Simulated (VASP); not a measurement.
## TePb under changes of volume

One of the cells (34.404 Å³/atom); the others are scaled copies at fixed shape and fractional positions:

```xyz
2
Lattice="0.0000 3.2524 3.2524 3.2524 0.0000 3.2524 3.2524 3.2524 0.0000" Properties=species:S:1:pos:R:3 pbc="T T T"
Pb    0.0000    0.0000    0.0000
Te    3.2524    3.2524    3.2524
```

| Quantity | Value |
| --- | --- |
| Program | VASP 6.6.1 |
| Functional | PBEsol |
| Potentials or basis | VASP PAW PBE potentials, release 64 (Pb_d, Te) |
| Cutoff | 520 eV |
| k mesh | 7 × 7 × 7 |
| Occupations | fermi-dirac, width 0.05 eV |
| Spin | no spin polarisation |

```tsv
volume (Å³/atom)	energy over the lowest point (meV/atom)	pressure (GPa)
31.706	?	?
32.380	4.29	1.5
33.055	0.00	0.5
34.404	3.17	-1.2
35.079	9.80	-2.0
35.753	19.36	-2.6
```

What does the run at 31.706 Å³/atom give?

Energy over the lowest point 13.11 meV/atom; pressure 2.6 GPa.

Worked out: A Birch-Murnaghan fit of order 3 (a polynomial in V^(-2/3)) to the other rows has its minimum at 33.43 Å³/atom with B0 = V·E''(V) = 45 GPa and B' = 4.4. It gives 13.08 meV/atom at 31.706 Å³/atom, against the run's 13.11, and -dE/dV = 2.7 GPa, against 2.6.

Energies are extrapolated to zero smearing.

Caveats: the PAW data sets were made with another functional, which shifts forces and pressure a little.
